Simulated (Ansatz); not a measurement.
CuO, DFT, PBE, PAW with Ansatz's default frozen-core files, scalar-relativistic (Ansatz 0.2.0), run on 1 thread of AMD EPYC 7R43 64-Core Processor (Zen 3) on a shared host.

The cell was built from the zincblende type and relaxed in the same program; it needn't be a known or the stable phase. The listed cell was then made from it by scaling, straining or moving an atom.

Command: `ansatz run input.yaml --threads 1 --pin off --max-ram 2048MiB --backend cpu --events-out ev --progress --plain --runs-dir out`

```yaml
crystal:
  lattice:
    - [0.0, 2.2841972845, 2.2841972845]
    - [2.2841972845, 0.0, 2.2841972845]
    - [2.2841972845, 2.2841972845, 0.0]
  atoms:
    - { symbol: Cu, position: [0.0, 0.0, 0.0] }
    - { symbol: O, position: [0.25, 0.25, 0.25] }
kpoints:
  mp_grid: { grid: [16, 16, 16] }
scf:
  occupations: { method: fermi_dirac, width: 0.05 }
hamiltonian:
  xc: pbe
  pseudopotentials: { kind: paw }
output:
  forces: true
  stress: true
  eigenvalues: true
  efg: { contact_densities: true }
```

Question: How large is the problem that the program sets up?

Answer: 145 irreducible k-points, 459 plane waves at Γ, 17 bands.

Question: About how long does it take, and how much memory does it use?

Answer: 5.8 s of wall time for 7 SCF iterations, with a peak of 0.44 GiB. Times on shared machines scatter by tens of per cent.

Question: And the same cell and mesh by all-electron LAPW, asked for forces, stress, eigenvalues, on the same hardware?

Answer: 43 s, peak memory 0.5 GiB.
